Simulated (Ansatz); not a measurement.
# TiTe2: the cost of one run

Program: Ansatz 0.2.0. Level of theory: DFT PBE, spin-orbit coupling, plane waves, PAW. These are calculated values, not measurements.

1 further run of the same task is left out (set aside as unsound or not needed).

### 1 The structure to begin with

It takes space group P-3m1 (No. 164, trigonal). Conventional cell: a = 3.769 Å, b = 3.769 Å, c = 6.898 Å, α = 90.00°, β = 90.00°, γ = 120.00°. Around Ti (site symmetry -3m) lie 6 Te at 2.78 Å. Around Te (site symmetry 3m) lie 3 Ti at 2.78 Å.

Coordinates:

```
CELL_PARAMETERS angstrom
3.76902 0.00000 0.00000
-1.88451 3.26407 0.00000
0.00000 0.00000 6.89766
ATOMIC_POSITIONS crystal
Ti 0.00000 0.00000 0.00000
Te 0.66667 0.33333 0.25087
Te 0.33333 0.66667 0.74913
```

It is the end of an earlier relaxation with the same method, from a generated guess; it needn't be the stable form of this composition. At a tolerance of 0.05 Å it has space group P-3m1 (No. 164); it has 28.29 Å³/atom, an uncorrected energy of -0.70 eV/atom over the elements and, on its mesh, gap none (metal).

### 2 The same geometry with PBE with spin-orbit coupling

Input file input.yaml:

```yaml
crystal:
  lattice:
    - [3.7690233819, -2.9e-09, 0.0]
    - [-1.8845116884, 3.2640699976, 0.0]
    - [0.0, 0.0, 6.8976564415]
  atoms:
    - { symbol: Ti, position: [0.0, 0.0, 0.0] }
    - { symbol: Te, position: [0.6666666667, 0.3333333333, 0.2508710822] }
    - { symbol: Te, position: [0.3333333333, 0.6666666667, 0.7491289178] }
basis:
  ecutwfc: 420
kpoints:
  mp_grid: { grid: [12, 12, 8] }
  band_path:
    path:
      - [[0.0, 0.0, 0.0], [0.5, 0.0, 0.0], [0.33333333, 0.33333333, 0.0], [0.0, 0.0, 0.0], [0.0, 0.0, 0.5], [0.5, 0.0, 0.5], [0.33333333, 0.33333333, 0.5], [0.0, 0.0, 0.5]]
      - [[0.5, 0.0, 0.5], [0.5, 0.0, 0.0]]
      - [[0.33333333, 0.33333333, 0.5], [0.33333333, 0.33333333, 0.0]]
    npoints: 10
hamiltonian:
  xc: pbe
scf:
  occupations: { method: gaussian, width: 0.1 }
output:
  forces: true
  stress: true
  eigenvalues: true
  populations: true
  dos: { projected: true, de: 0.02 }
  bader: false
  write_density: true
  write_potential: true
  elf: true
  volumetric_format: npy
magnetization:
  noncollinear: true
  spin_orbit: true
```

Command:

```bash
ansatz run input.yaml --threads 1 --pin off --max-ram 2560MiB --backend cpu --events-out ev --progress --plain --runs-dir out
```

**Question.** How long does this run take on 1 thread of Intel Xeon 6975P-C (Granite Rapids), shared host, and how much memory does it need?

About 2 min, with a peak of 1.1 GiB.
